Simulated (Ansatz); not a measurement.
ZnSe (Stilleite):

```
Se Zn
1.0
     0.00000    2.83380    2.83380
     2.83380    0.00000    2.83380
     2.83380    2.83380    0.00000
Se Zn
1 1
Direct
  0.75000 0.75000 0.75000
  0.00000 0.00000 0.00000
```

Program: Ansatz 0.2.0. Alike in all runs: cell as given.

Question: Order these runs on this cell by their pressure, lowest first.
A. level PBEsol; potentials or basis all-electron LAPW, scalar-relativistic; spin off; k mesh 8 × 8 × 8; cutoff (eV) 311; smearing fermi-dirac 0.05 eV; basis error allowed 0.001 eV/atom
B. level PBE; potentials or basis all-electron LAPW, scalar-relativistic; spin off; k mesh 6 × 6 × 6; cutoff (eV) 286; smearing fermi-dirac 0.06 eV; basis error allowed 0.002 eV/atom
C. level revPBE; potentials or basis all-electron LAPW, scalar-relativistic; spin off; k mesh 8 × 8 × 8; cutoff (eV) 311; smearing fermi-dirac 0.05 eV; basis error allowed 0.001 eV/atom
D. level BLYP; potentials or basis all-electron LAPW, scalar-relativistic; spin off; k mesh 8 × 8 × 8; cutoff (eV) 311; smearing fermi-dirac 0.05 eV; basis error allowed 0.001 eV/atom
E. level LDA; potentials or basis all-electron LAPW, relativistic spinors; spin SOC, no magnetisation; k mesh 6 × 6 × 6; cutoff (eV) 311; smearing fermi-dirac 0.05 eV; basis error allowed 0.001 eV/atom

Answer: E (-3.3 GPa), A (-1.1 GPa), B (2.1 GPa), C (3.8 GPa), D (5.5 GPa).

Not every run made on this cell is shown here.
